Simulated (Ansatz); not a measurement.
## SiO₂: Field gradients at the nuclei

The cell is a Materials Project structure (computed, not necessarily an observed phase).

Space group I4_1/amd:1 (No. 141); a = 7.1219, c = 17.7701 Å.

```csv
site,Wyckoff,site symmetry,x,y,z
Si,16h,.m.,0.0000,0.2196,0.2145
O9,8e,2mm.,0.0000,0.0000,0.2341
O13,16g,..2,0.8143,0.3143,0.2500
O21,8c,.2/m.,0.0000,0.2500,0.1250
```

One atom of each set is listed; the run and its k-mesh use a cell of 24 atoms with edges of 10.21, 10.21, 10.21 Å.

Level of theory: DFT, r2SCAN, plane waves and PAW (field gradients read without the response of the frozen cores, which leaves them typically 4 to 6 % off), scalar-relativistic, 500 eV cutoff, Γ-centred 4×4×4 k-points, Fermi–Dirac smearing 0.02 eV (Ansatz 0.2.0).

Conventions: |V_zz| ≥ |V_yy| ≥ |V_xx|, η = (V_xx − V_yy)/V_zz, C_Q = eQV_zz/h.

O-17: I = 5/2, Q = -25.58 mb. Nuclear quadrupole moments: year-2017 set (Pyykkö).

Problem. Which values are expected at the nuclei?

Solution. 

| site | atoms | first shell | V_xx, V_yy, V_zz (10²¹ V/m²) | η | C_Q (MHz) |
| --- | --- | --- | --- | --- | --- |
| Si | 8 | 4 O at 1.60–1.61 Å | 0.41, 0.42, -0.83 | 0.01 | – |
| O9 | 4 | 2 Si at 1.60 Å, angle 155° | -4.72, -5.39, 10.11 | 0.07 | -6.25 |
| O13 | 8 | 2 Si at 1.61 Å, angle 147° | -3.99, -5.70, 9.68 | 0.18 | -5.99 |
| O21 | 4 | 2 Si at 1.61 Å, angle 180° | -4.87, -5.54, 10.42 | 0.06 | -6.44 |

At O9 and O13 V_zz runs parallel to the line that joins its two neighbours (within 1°) in each case. At O21 V_zz points along the line of its two bonds (within 1°).

Si has no stable isotope with a ground-state quadrupole moment in the table, so no C_Q is given.

The run took 2 min of wall time (2 min of CPU time) and 2.7 GiB at its peak, on 1 thread of Intel Xeon Platinum 8259CL CPU @ 2.50GHz (Skylake/Cascade Lake) (x86_64; 16 cores open to the job, memory cap 3.0 GiB, no GPU), a shared host with a load of 0.3 a core.
